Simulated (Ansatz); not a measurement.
Li, 3 atoms in the cell. Symmetry: R-3m, No. 166, trigonal system. The conventional cell has a = 3.101 Å, b = 3.101 Å, c = 22.765 Å, α = 90.00°, β = 90.00°, γ = 120.00°. Li (site symmetry 3m) has 12 Li at 3.09 to 3.10 Å as nearest neighbours. Li (site symmetry -3m) has 12 Li at 3.10 Å as nearest neighbours. This isn't the form of Li at room conditions, which is bcc.

* Program: Ansatz 0.2.0
* Task: relaxation of cell and atoms
* Functional: PBEsol
* Potentials or basis: Ansatz PAW
* Cutoff: 420 eV (not typed: the program's choice for these potentials)
* k mesh: 10 × 10 × 10
* Occupations: fermi-dirac, width 0.05 eV
* Spin: no spin polarisation
* Target pressure: 2 GPa
* Target pressure (GPa): 2

Potentials or basis: Ansatz PAW.

Command:

```sh
$ ansatz run input.yaml --threads 2 --pin off --max-ram 5632MiB --backend cpu --events-out ev --progress --plain --runs-dir out
```

Hardware: 2 threads of AMD EPYC 9R45 96-Core Processor (Zen 5), with other jobs on the host.

Question: Estimate the wall time of this run.

Answer: Wall time 3.4 s on 2 threads of AMD EPYC 9R45 96-Core Processor (Zen 5), on a shared host, peak memory 0.44 GiB. Counts: scf iterations 29, plane waves 1013, k points 116, bands 9, ion steps 5.
